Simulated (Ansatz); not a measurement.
## As: frozen-core PAW against all-electron methods

```xyz
2
Lattice="1.8797 1.0853 3.4858 -1.8797 1.0853 3.4858 0.0000 -2.1705 3.4858" Properties=species:S:1:pos:R:3 pbc="T T T"
As    0.0000    0.0000    2.3795
As    0.0000    0.0000    8.0779
```

Atom numbers follow the list: As1, As2.

The structure is an experimental refinement, used without relaxation.

All numbers are computed: DFT, PBE, PAW with Ansatz's default frozen-core files, scalar-relativistic (Ansatz 0.2.0); DFT, PBE, all-electron PAW with datasets made for the crystal, scalar-relativistic (Ansatz 0.2.0); DFT, PBE, all-electron LAPW, scalar-relativistic (Ansatz 0.2.0).

For PAW: a Γ-centred 13×13×13 k mesh, Fermi–Dirac smearing of 0.05 eV, cutoff 420 eV, no spin polarisation. The crystal-made all-electron datasets (AE datasets) take a cutoff of 240 eV at this cell. LAPW targets a basis error of 1 meV/atom. The Ansatz runs share mesh, smearing and spin set-up. Plane-wave (PAW) pressures include the program's estimate of the Pulay term.

Stress and pressure are positive in compression.

Levels count from the Fermi level.

```csv
quantity,PAW,AE datasets,LAPW
pressure (GPa),3.59,3.60,3.60
stress xx (GPa),3.92,3.93,3.93
stress zz (GPa),2.94,2.94,2.94
"force on As1, z (eV/Å)",0.226,0.224,0.224
highest filled level at H0 (eV),-1.413,-1.416,-1.416
lowest empty level at H0 (eV),1.092,1.092,1.092
highest filled level at S0 (eV),-3.631,-3.633,-3.633
lowest empty level at S0 (eV),3.195,3.195,3.195
highest filled level at Γ (eV),-2.101,-2.102,-2.102
lowest empty level at Γ (eV),1.691,1.694,1.694
```

PAW's pressure differs from the LAPW value by about 0.01 GPa or less.
